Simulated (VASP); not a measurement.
Runs of VASP 6.6.1 on Ag. Symmetry: Fm-3m, No. 225, cubic system. Conventional cell: a = 4.085 Å, b = 4.085 Å, c = 4.085 Å, α = 90.00°, β = 90.00°, γ = 90.00°. Around Ag (site symmetry m-3m) lie 12 Ag at 2.89 Å. 

| task | level | cell | k mesh | cutoff (eV) | ions in elastic constants | gap on the mesh (eV) | pressure (GPa) | relaxed volume (Å³/atom) |
| --- | --- | --- | --- | --- | --- | --- | --- | --- |
| relaxation of cell and atoms | r2SCAN | relaxed | 11 × 11 × 11 | 600 | - | none | 0.1 | (a) |
| relaxation of the atoms | r2SCAN | atoms relaxed from: cell strained at random at fixed volume | 8 × 8 × 8 | 520 | - | none | 2.2 | - |
| relaxation of cell and atoms | r2SCAN+D4 | relaxed | 11 × 11 × 11 | 600 | - | none | 0.0 | 16.98 |
| relaxation of cell and atoms | LAK | relaxed | 11 × 11 × 11 | 600 | - | none | 0.0 | 19.35 |

Alike in all rows: potentials or basis VASP PAW PBE potentials, release 64 (Ag); no spin polarisation; smearing methfessel-paxton 0.1 eV.

Problem. Estimate the missing entries.

Solution. (a) 17.24.

Caveats: the PAW data sets were made with another functional, which shifts forces and pressure a little; the relaxation stopped at its first step, so nothing moved (some runs); pairwise dispersion overbinds metals, which lowers pressure and volume (some runs); the volume moved by +13 % from the deposited cell, more than functionals usually miss (some runs).

A k mesh can miss the band edges, and the runs leave out spin-orbit coupling on Ag.

A gap of «none» marks a metal or a gap under the smearing width.
